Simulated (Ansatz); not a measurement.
A run of Ansatz 0.2.0:

The input input.yaml:

```yaml
crystal:
  lattice:
    - [0.0, 2.1657188437, 2.1657188437]
    - [2.1657188437, 0.0, 2.1657188437]
    - [2.1657188437, 2.1657188437, 0.0]
  atoms:
    - { symbol: Ti, position: [0.0, 0.0, 0.0] }
    - { symbol: C, position: [0.5, 0.5, 0.5] }
kpoints:
  mp_grid: { grid: [8, 8, 8] }
scf:
  occupations: { method: fermi_dirac, width: 0.05 }
hamiltonian:
  xc: pbesol
  pseudopotentials: { kind: all_electron, lapw: { basis_error: 0.001 } }
output:
  forces: true
  stress: true
elastic:
  mode: relaxed_ion
  stencil: two_point
```

Potentials or basis: all-electron LAPW, scalar-relativistic.

The run is started by

```sh
$ ansatz run input.yaml --threads 1 --pin off --max-ram 3072MiB --backend cpu --events-out ev --progress --plain --runs-dir out
```

Hardware: 1 thread of Arm Neoverse V1, with other jobs on the host.

Problem. Estimate the wall time of this run.

Solution. Run time: 39 s on 1 thread of Arm Neoverse V1, on a shared host, peak memory 0.36 GiB. Counts: scf iterations 40, plane waves 283, k points 29, bands 16.
